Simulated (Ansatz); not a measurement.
# Cu: rigid cleavage

The task, for Cu: open the crystal across a (0 1 0) plane.

Computed with Ansatz 0.2.0 (DFT PBEsol, scalar-relativistic, plane waves, PAW, unless a step's input says otherwise).

3 further runs of the same task are left out: 3 set aside as unsound or not needed.

**1. The starting structure**

It takes space group I4/mmm (No. 139, tetragonal). The conventional cell has a = 2.890 Å, b = 2.890 Å, c = 2.720 Å, α = 90.00°, β = 90.00°, γ = 90.00°. Cu (site symmetry 4/mmm) is surrounded by 10 Cu at 2.45 to 2.72 Å.

As a file:

```cif
data_structure
_symmetry_space_group_name_H-M 'P 1'
_symmetry_Int_Tables_number 1
_cell_length_a 2.7200
_cell_length_b 2.8902
_cell_length_c 11.5607
_cell_angle_alpha 90.000
_cell_angle_beta 90.000
_cell_angle_gamma 90.000
_cell_volume 90.88
loop_
_atom_site_label
_atom_site_type_symbol
_atom_site_fract_x
_atom_site_fract_y
_atom_site_fract_z
_atom_site_occupancy
Cu1 Cu 0.50000 0.50000 0.12500 1
Cu2 Cu 0.00000 0.00000 0.00000 1
Cu3 Cu 0.50000 0.50000 0.37500 1
Cu4 Cu 0.00000 0.00000 0.25000 1
Cu5 Cu 0.50000 0.50000 0.62500 1
Cu6 Cu 0.00000 0.00000 0.50000 1
Cu7 Cu 0.50000 0.50000 0.87500 1
Cu8 Cu 0.00000 0.00000 0.75000 1
```

It goes back to an entry of the Materials Project, which need not be the stable form.

It is built from the cell relaxed beforehand with the same method (11.36 Å³/atom).

**2. The undisturbed cell**

input.yaml reads:

```yaml
crystal:
  lattice:
    - [0.0, 0.0, -2.7200144258]
    - [-2.8901834438, 0.0, 0.0]
    - [0.0, 11.5607337751, 0.0]
  atoms:
    - { symbol: Cu, position: [0.5, 0.5, 0.125] }
    - { symbol: Cu, position: [0.0, 0.0, 0.0] }
    - { symbol: Cu, position: [0.5, 0.5, 0.375] }
    - { symbol: Cu, position: [0.0, 0.0, 0.25] }
    - { symbol: Cu, position: [0.5, 0.5, 0.625] }
    - { symbol: Cu, position: [0.0, 0.0, 0.5] }
    - { symbol: Cu, position: [0.5, 0.5, 0.875] }
    - { symbol: Cu, position: [0.0, 0.0, 0.75] }
basis:
  ecutwfc: 420
kpoints:
  mp_grid: { grid: [21, 20, 5] }
hamiltonian:
  xc: pbesol
scf:
  occupations: { method: gaussian, width: 0.15 }
output:
  forces: true
  stress: true
  eigenvalues: true
```

Started as:

```sh
> ansatz run input.yaml --threads 2 --pin off --max-ram 5120MiB --backend cpu --events-out ev --progress --plain --runs-dir out
```

What it wrote, cut to the lines that bear on the results:

```text
Warning: RAYON_NUM_THREADS=2 ignored (pool sized by the plan → 2); use --threads N
[...]
Pseudopotentials: kind: paw
Pseudopotential: Cu, paw, valence charge 19, recommended cutoff 420 eV (normal), Cu.paw.azcp
Functional definition: PBEsol
[...]
Crystal: 8 atoms, lattice volume = 90.883 Å³
Basis set: ecut = 420 eV, 1795 PW (Γ), exchange–correlation on 40×40×160 points (8 copies of the dense FFT grid, shifted against one another)
Bands: 92, of which v1, the nominal top of the filled ones, is band 76 counted from 1 (75 counted from 0)
Symmetry: 64 space group operations
Space group: I4/mmm (ITA 139), of the structure as read, at distance tolerance 4.5e-5 Å
k-points: 363 of 2100
[...]
SCF iter   1: F=—  HF=-52709.943373 eV  |F-HF|=—  |Δ(HF+E_count)|=         —  Δρ=2.15e-2  dr2=2.16e-1  ethr=1.77e-3  ⟨swp⟩=4.7  Hψ=102284  notcnv=0  defer=1068
[...]
SCF iter   6: F=-52709.893337 eV  HF=-52709.893337 eV  |F-HF|=1.05e-8  |Δ(HF+E_count)|=   1.53e-5  Δρ=9.87e-6  dr2=6.23e-8  ethr=6.58e-11  ⟨swp⟩=8.0  Hψ=173983  notcnv=0
[...]
SCF converged after 6 iterations
Free energy (F): -52709.893337 eV
[...]
E sigma→0 (E₀):  -52709.879580 eV
Entropy (-TS):   -0.027515 eV (-3.439 meV/atom)
Fermi energy:    17.424634 eV
[...]
--- Forces (eV/Å), atoms counted from 1 ---
  atom   1  Cu     0.00000000     0.00000000    -0.00000000
  atom   2  Cu    -0.00000000     0.00000000     0.00000000
  atom   3  Cu     0.00000000    -0.00000000    -0.00000000
  atom   4  Cu     0.00000000     0.00000000    -0.00000000
  atom   5  Cu     0.00000000     0.00000000    -0.00000000
  atom   6  Cu     0.00000000     0.00000000     0.00000000
  atom   7  Cu    -0.00000000    -0.00000000    -0.00000000
  atom   8  Cu     0.00000000     0.00000000     0.00000000
[...]
--- Stress (GPa, compression-positive) ---
        0.036519      -0.000000      -0.000000
       -0.000000       0.036520       0.000000
        0.000000      -0.000000      -0.032771
  P = ⅓ Tr σ = 0.0134 GPa (0.134 kbar)
--- Band table (eV; the first three rows and the last of 363) ---
[...]
```

Run time: 63 s. Hardware: 2 threads of Intel Xeon Platinum 8259CL at 2.50GHz (Skylake/Cascade Lake), shared host; peak memory 2.1 GiB.

The cell is repeated 8 times, 8 atoms in all. Reference values: F = -52709.8933 eV; pressure 0.01 GPa; largest force 0.000 eV/Å; gap on the mesh none (metal).

**3. Setting up rigid cleavage**

The cut lies on the cell's a–b face, a (0 1 0) plane of area 7.86 Å², between layers 1.45 Å apart (Cu below, Cu above); the cell is 11.6 Å thick. Vector c is lengthened by d along the normal with the atoms' Cartesian places fixed: one unrelaxed cut per cell.

**4. d = 1.00 Å**

input.yaml reads:

```yaml
crystal:
  lattice:
    - [0.0, 0.0, -2.7200144258]
    - [-2.8901834438, 0.0, 0.0]
    - [0.0, 12.5607337751, 0.0]
  atoms:
    - { symbol: Cu, position: [0.5, 0.5, 0.057524176] }
    - { symbol: Cu, position: [0.0, 0.0, 0.8628626407] }
    - { symbol: Cu, position: [0.5, 0.5, 0.2876208802] }
    - { symbol: Cu, position: [0.0, 0.0, 0.1725725281] }
    - { symbol: Cu, position: [0.5, 0.5, 0.5177175844] }
    - { symbol: Cu, position: [0.0, 0.0, 0.4026692323] }
    - { symbol: Cu, position: [0.5, 0.5, 0.7478142886] }
    - { symbol: Cu, position: [0.0, 0.0, 0.6327659365] }
basis:
  ecutwfc: 420
kpoints:
  mp_grid: { grid: [21, 20, 5] }
hamiltonian:
  xc: pbesol
scf:
  occupations: { method: gaussian, width: 0.15 }
output:
  forces: true
  stress: true
  eigenvalues: true
```

Started as:

```sh
> ansatz run input.yaml --threads 2 --pin off --max-ram 5120MiB --backend cpu --events-out ev --progress --plain --runs-dir out
```

What it wrote, cut to the lines that bear on the results:

```text
Warning: RAYON_NUM_THREADS=2 ignored (pool sized by the plan → 2); use --threads N
[...]
Pseudopotentials: kind: paw
Pseudopotential: Cu, paw, valence charge 19, recommended cutoff 420 eV (normal), Cu.paw.azcp
Functional definition: PBEsol
[...]
Crystal: 8 atoms, lattice volume = 98.744 Å³
Basis set: ecut = 420 eV, 1941 PW (Γ), exchange–correlation on 40×40×180 points (8 copies of the dense FFT grid, shifted against one another)
Bands: 92, of which v1, the nominal top of the filled ones, is band 76 counted from 1 (75 counted from 0)
Symmetry: 8 space group operations
Space group: Pmmn (ITA 59), of the structure as read, at distance tolerance 4.6e-5 Å
k-points: 363 of 2100
[...]
SCF iter   1: F=—  HF=-52709.033024 eV  |F-HF|=—  |Δ(HF+E_count)|=         —  Δρ=2.10e-2  dr2=2.39e-1  ethr=1.77e-3  ⟨swp⟩=4.8  Hψ=102502  notcnv=0  defer=934
[...]
SCF iter   8: F=-52708.981649 eV  HF=-52708.981649 eV  |F-HF|=1.97e-8  |Δ(HF+E_count)|=   3.94e-7  Δρ=9.00e-6  dr2=6.46e-8  ethr=6.58e-11  ⟨swp⟩=8.3  Hψ=174687  notcnv=0
[...]
SCF converged after 8 iterations
Free energy (F): -52708.981649 eV
[...]
E sigma→0 (E₀):  -52708.966980 eV
Entropy (-TS):   -0.029338 eV (-3.667 meV/atom)
Fermi energy:    15.671841 eV
[...]
--- Forces (eV/Å), atoms counted from 1 ---
  atom   1  Cu     0.00000000    -0.94353950     0.00000000
  atom   2  Cu     0.00000000     0.94353950     0.00000000
  atom   3  Cu     0.00000000    -0.00838874     0.00000000
  atom   4  Cu     0.00000000    -0.09097067     0.00000000
  atom   5  Cu     0.00000000     0.00617038     0.00000000
  atom   6  Cu     0.00000000    -0.00617038     0.00000000
  atom   7  Cu     0.00000000     0.09097067     0.00000000
  atom   8  Cu     0.00000000     0.00838874     0.00000000
[...]
--- Stress (GPa, compression-positive) ---
       -4.841301       0.000000       0.000000
        0.000000      -4.493093       0.000000
        0.000000       0.000000      -4.714248
  P = ⅓ Tr σ = -4.6829 GPa (-46.829 kbar)
--- Band table (eV; the first three rows and the last of 363) ---
[...]
```

Run time: 79 s. Hardware: 2 threads of Intel Xeon Platinum 8259CL at 2.50GHz (Skylake/Cascade Lake), shared host; peak memory 2.2 GiB.

**5. At d = 3.00 Å**

input.yaml reads:

```yaml
crystal:
  lattice:
    - [0.0, 0.0, -2.7200144258]
    - [-2.8901834438, 0.0, 0.0]
    - [0.0, 14.5607337751, 0.0]
  atoms:
    - { symbol: Cu, position: [0.5, 0.5, 0.0496229017] }
    - { symbol: Cu, position: [0.0, 0.0, 0.7443435256] }
    - { symbol: Cu, position: [0.5, 0.5, 0.2481145085] }
    - { symbol: Cu, position: [0.0, 0.0, 0.1488687051] }
    - { symbol: Cu, position: [0.5, 0.5, 0.4466061154] }
    - { symbol: Cu, position: [0.0, 0.0, 0.347360312] }
    - { symbol: Cu, position: [0.5, 0.5, 0.6450977222] }
    - { symbol: Cu, position: [0.0, 0.0, 0.5458519188] }
basis:
  ecutwfc: 420
kpoints:
  mp_grid: { grid: [21, 20, 5] }
hamiltonian:
  xc: pbesol
scf:
  occupations: { method: gaussian, width: 0.15 }
output:
  forces: true
  stress: true
  eigenvalues: true
```

Started as:

```sh
> ansatz run input.yaml --threads 2 --pin off --max-ram 5120MiB --backend cpu --events-out ev --progress --plain --runs-dir out
```

What it wrote, cut to the lines that bear on the results:

```text
Warning: RAYON_NUM_THREADS=2 ignored (pool sized by the plan → 2); use --threads N
[...]
Pseudopotentials: kind: paw
Pseudopotential: Cu, paw, valence charge 19, recommended cutoff 420 eV (normal), Cu.paw.azcp
Functional definition: PBEsol
[...]
Crystal: 8 atoms, lattice volume = 114.467 Å³
Basis set: ecut = 420 eV, 2269 PW (Γ), exchange–correlation on 40×40×200 points (8 copies of the dense FFT grid, shifted against one another)
Bands: 92, of which v1, the nominal top of the filled ones, is band 76 counted from 1 (75 counted from 0)
Symmetry: 8 space group operations
Space group: Pmmn (ITA 59), of the structure as read, at distance tolerance 4.9e-5 Å
k-points: 363 of 2100
[...]
SCF iter   1: F=—  HF=-52708.130427 eV  |F-HF|=—  |Δ(HF+E_count)|=         —  Δρ=2.03e-2  dr2=4.06e-1  ethr=1.77e-3  ⟨swp⟩=5.1  Hψ=115743  notcnv=0  defer=862
[...]
SCF iter  11: F=-52708.070493 eV  HF=-52708.070493 eV  |F-HF|=1.85e-9  |Δ(HF+E_count)|=   6.53e-9  Δρ=2.81e-6  dr2=7.78e-9  ethr=6.58e-11  ⟨swp⟩=9.3  Hψ=159593  notcnv=0
[...]
SCF converged after 11 iterations
Free energy (F): -52708.070493 eV
[...]
E sigma→0 (E₀):  -52708.054922 eV
Entropy (-TS):   -0.031141 eV (-3.893 meV/atom)
Fermi energy:    12.952995 eV
[...]
--- Forces (eV/Å), atoms counted from 1 ---
  atom   1  Cu     0.00000000     0.08658263     0.00000000
  atom   2  Cu     0.00000000    -0.08658263     0.00000000
  atom   3  Cu     0.00000000     0.07559303     0.00000000
  atom   4  Cu     0.00000000    -0.22362558     0.00000000
  atom   5  Cu     0.00000000     0.07739662     0.00000000
  atom   6  Cu     0.00000000    -0.07739662     0.00000000
  atom   7  Cu     0.00000000     0.22362558     0.00000000
  atom   8  Cu     0.00000000    -0.07559303     0.00000000
[...]
--- Stress (GPa, compression-positive) ---
       -4.028890       0.000000       0.000000
        0.000000      -1.224087       0.000000
        0.000000       0.000000      -4.305792
  P = ⅓ Tr σ = -3.1863 GPa (-31.863 kbar)
--- Band table (eV; the first three rows and the last of 363) ---
[...]
```

It took 2 min on 2 threads of Intel Xeon Platinum 8259CL at 2.50GHz (Skylake/Cascade Lake), shared host; peak memory 2.4 GiB.

**6. Point d = 0.50 Å**

input.yaml reads:

```yaml
crystal:
  lattice:
    - [0.0, 0.0, -2.7200144258]
    - [-2.8901834438, 0.0, 0.0]
    - [0.0, 12.0607337751, 0.0]
  atoms:
    - { symbol: Cu, position: [0.5, 0.5, 0.059908947] }
    - { symbol: Cu, position: [0.0, 0.0, 0.8986342055] }
    - { symbol: Cu, position: [0.5, 0.5, 0.2995447352] }
    - { symbol: Cu, position: [0.0, 0.0, 0.1797268411] }
    - { symbol: Cu, position: [0.5, 0.5, 0.5391805233] }
    - { symbol: Cu, position: [0.0, 0.0, 0.4193626292] }
    - { symbol: Cu, position: [0.5, 0.5, 0.7788163115] }
    - { symbol: Cu, position: [0.0, 0.0, 0.6589984174] }
basis:
  ecutwfc: 420
kpoints:
  mp_grid: { grid: [21, 20, 5] }
hamiltonian:
  xc: pbesol
scf:
  occupations: { method: gaussian, width: 0.15 }
output:
  forces: true
  stress: true
  eigenvalues: true
```

Started as:

```sh
> ansatz run input.yaml --threads 2 --pin off --max-ram 5120MiB --backend cpu --events-out ev --progress --plain --runs-dir out
```

What it wrote, cut to the lines that bear on the results:

```text
Warning: RAYON_NUM_THREADS=2 ignored (pool sized by the plan → 2); use --threads N
[...]
Pseudopotentials: kind: paw
Pseudopotential: Cu, paw, valence charge 19, recommended cutoff 420 eV (normal), Cu.paw.azcp
Functional definition: PBEsol
[...]
Crystal: 8 atoms, lattice volume = 94.814 Å³
Basis set: ecut = 420 eV, 1877 PW (Γ), exchange–correlation on 40×40×162 points (8 copies of the dense FFT grid, shifted against one another)
Bands: 92, of which v1, the nominal top of the filled ones, is band 76 counted from 1 (75 counted from 0)
Symmetry: 8 space group operations
Space group: Pmmn (ITA 59), of the structure as read, at distance tolerance 4.6e-5 Å
k-points: 363 of 2100
[...]
SCF iter   1: F=—  HF=-52709.592789 eV  |F-HF|=—  |Δ(HF+E_count)|=         —  Δρ=2.13e-2  dr2=2.27e-1  ethr=1.77e-3  ⟨swp⟩=4.8  Hψ=101533  notcnv=0  defer=1320
[...]
SCF iter   9: F=-52709.541751 eV  HF=-52709.541751 eV  |F-HF|=1.86e-8  |Δ(HF+E_count)|=   4.87e-9  Δρ=3.88e-6  dr2=1.61e-8  ethr=6.58e-11  ⟨swp⟩=8.7  Hψ=139384  notcnv=0
[...]
SCF converged after 9 iterations
Free energy (F): -52709.541751 eV
[...]
E sigma→0 (E₀):  -52709.527427 eV
Entropy (-TS):   -0.028649 eV (-3.581 meV/atom)
Fermi energy:    16.503703 eV
[...]
--- Forces (eV/Å), atoms counted from 1 ---
  atom   1  Cu     0.00000000    -1.03351931    -0.00000000
  atom   2  Cu     0.00000000     1.03351931     0.00000000
  atom   3  Cu     0.00000000    -0.02155276    -0.00000000
  atom   4  Cu     0.00000000    -0.05559607    -0.00000000
  atom   5  Cu     0.00000000    -0.01341841    -0.00000000
  atom   6  Cu     0.00000000     0.01341841     0.00000000
  atom   7  Cu     0.00000000     0.05559607     0.00000000
  atom   8  Cu     0.00000000     0.02155276     0.00000000
[...]
--- Stress (GPa, compression-positive) ---
       -4.155531      -0.000000      -0.000000
       -0.000000      -4.035947      -0.000000
       -0.000000      -0.000000      -3.888595
  P = ⅓ Tr σ = -4.0267 GPa (-40.267 kbar)
--- Band table (eV; the first three rows and the last of 363) ---
[...]
```

Run time: 78 s. Hardware: 2 threads of Intel Xeon Platinum 8259CL at 2.50GHz (Skylake/Cascade Lake), shared host; peak memory 2.1 GiB.

**7. At d = 2.00 Å**

input.yaml reads:

```yaml
crystal:
  lattice:
    - [0.0, 0.0, -2.7200144258]
    - [-2.8901834438, 0.0, 0.0]
    - [0.0, 13.5607337751, 0.0]
  atoms:
    - { symbol: Cu, position: [0.5, 0.5, 0.0532822097] }
    - { symbol: Cu, position: [0.0, 0.0, 0.7992331458] }
    - { symbol: Cu, position: [0.5, 0.5, 0.2664110486] }
    - { symbol: Cu, position: [0.0, 0.0, 0.1598466292] }
    - { symbol: Cu, position: [0.5, 0.5, 0.4795398875] }
    - { symbol: Cu, position: [0.0, 0.0, 0.372975468] }
    - { symbol: Cu, position: [0.5, 0.5, 0.6926687263] }
    - { symbol: Cu, position: [0.0, 0.0, 0.5861043069] }
basis:
  ecutwfc: 420
kpoints:
  mp_grid: { grid: [21, 20, 5] }
hamiltonian:
  xc: pbesol
scf:
  occupations: { method: gaussian, width: 0.15 }
output:
  forces: true
  stress: true
  eigenvalues: true
  write_density: true
  write_potential: true
  elf: true
  volumetric_format: npy
```

Started as:

```sh
> ansatz run input.yaml --threads 2 --pin off --max-ram 5120MiB --backend cpu --events-out ev --progress --plain --runs-dir out
```

What it wrote, cut to the lines that bear on the results:

```text
Warning: RAYON_NUM_THREADS=2 ignored (pool sized by the plan → 2); use --threads N
[...]
Pseudopotentials: kind: paw
Pseudopotential: Cu, paw, valence charge 19, recommended cutoff 420 eV (normal), Cu.paw.azcp
Functional definition: PBEsol
[...]
Crystal: 8 atoms, lattice volume = 106.606 Å³
Basis set: ecut = 420 eV, 2113 PW (Γ), exchange–correlation on 40×40×192 points (8 copies of the dense FFT grid, shifted against one another)
Bands: 92, of which v1, the nominal top of the filled ones, is band 76 counted from 1 (75 counted from 0)
Symmetry: 8 space group operations
Space group: Pmmn (ITA 59), of the structure as read, at distance tolerance 4.7e-5 Å
k-points: 363 of 2100
[...]
SCF iter   1: F=—  HF=-52708.340376 eV  |F-HF|=—  |Δ(HF+E_count)|=         —  Δρ=2.05e-2  dr2=3.12e-1  ethr=1.77e-3  ⟨swp⟩=4.9  Hψ=108444  notcnv=0  defer=902
[...]
SCF iter  10: F=-52708.285392 eV  HF=-52708.285392 eV  |F-HF|=1.97e-8  |Δ(HF+E_count)|=   1.38e-8  Δρ=5.12e-6  dr2=2.31e-8  ethr=6.58e-11  ⟨swp⟩=6.4  Hψ=209844  notcnv=0
[...]
SCF converged after 10 iterations
Free energy (F): -52708.285392 eV
[...]
E sigma→0 (E₀):  -52708.270321 eV
Entropy (-TS):   -0.030142 eV (-3.768 meV/atom)
Fermi energy:    14.207207 eV
[...]
--- Forces (eV/Å), atoms counted from 1 ---
  atom   1  Cu     0.00000000    -0.23452236     0.00000000
  atom   2  Cu    -0.00000000     0.23452236     0.00000000
  atom   3  Cu    -0.00000000     0.04698067     0.00000000
  atom   4  Cu    -0.00000000    -0.18301448     0.00000000
  atom   5  Cu    -0.00000000     0.05786809     0.00000000
  atom   6  Cu     0.00000000    -0.05786809     0.00000000
  atom   7  Cu     0.00000000     0.18301448     0.00000000
  atom   8  Cu     0.00000000    -0.04698067     0.00000000
[...]
--- Stress (GPa, compression-positive) ---
       -4.411246       0.000000      -0.000000
        0.000000      -2.544685       0.000000
       -0.000000       0.000000      -4.589736
  P = ⅓ Tr σ = -3.8486 GPa (-38.486 kbar)
--- Band table (eV; the first three rows and the last of 363) ---
[...]
```

It took 2.5 min on 2 threads of Intel Xeon Platinum 8259CL at 2.50GHz (Skylake/Cascade Lake), shared host; peak memory 2.3 GiB.

Density in a lattice plane of the grid's cell (edges 2.72 and 13.56 Å, at 0.000 of the third edge), which holds Cu.

Ten even steps from ' ' (0.03 e/Å³) to '@' (63.88 e/Å³):
```
            
            
            
@@..      ..
            
            
            
##..      ..
..          
            
            
--          
==..      ..
            
            
..          
%%..      ..
            
            
            
```
Columns run along the first of these edges and rows up along the second, over one cell in 6 and 20 even steps from the bottom left corner. Atoms in the plane (fractional): Cu at (0.00, 0.80), Cu at (0.00, 0.16), Cu at (0.00, 0.37), Cu at (0.00, 0.59).

ELF in the same plane.

Ten even steps from ' ' (0.09) to '@' (0.91):
```
            
            
....  ..  ..
@@==......==
......::....
............
..  ..::..  
@@--......--
--....::....
....::::::..
....::::::..
**::..::..::
##::..::..::
  ....::....
....::::::..
--....::....
@@--  ..  --
......::....
..::::::::::
............
```
Columns run along the first of these edges and rows up along the second, over one cell in 6 and 20 even steps from the bottom left corner. Atoms in the plane (fractional): Cu at (0.00, 0.80), Cu at (0.00, 0.16), Cu at (0.00, 0.37), Cu at (0.00, 0.59).

Both are smooth fields of the valence electrons: close to the nuclei they are not physical.

**8. The scan collected**

The scan, with free energies counted from the undisturbed cell:

| d (Å) | energy (J/m²) | traction (GPa) |
| --- | --- | --- |
| 0.00 | 0.00 | 0.0 |
| 0.50 | 0.72 | 22.5 |
| 1.00 | 1.86 | 21.1 |
| 2.00 | 3.28 | 7.9 |
| 3.00 | 3.72 | 2.0 |

**9. Outcome**

| quantity | value |
| --- | --- |
| energy at d = 3.00 Å | 3.72 J/m² |
| largest traction sampled | 22.5 GPa at d = 0.50 Å |

At the widest gap sampled, 3.00 Å, the traction is still 2.0 GPa, so 3.72 J/m² is not yet the full work of separation. The traction peaks at 22.5 GPa near 0.50 Å, an estimate of the ideal strength of rigid blocks on this coarse sampling.
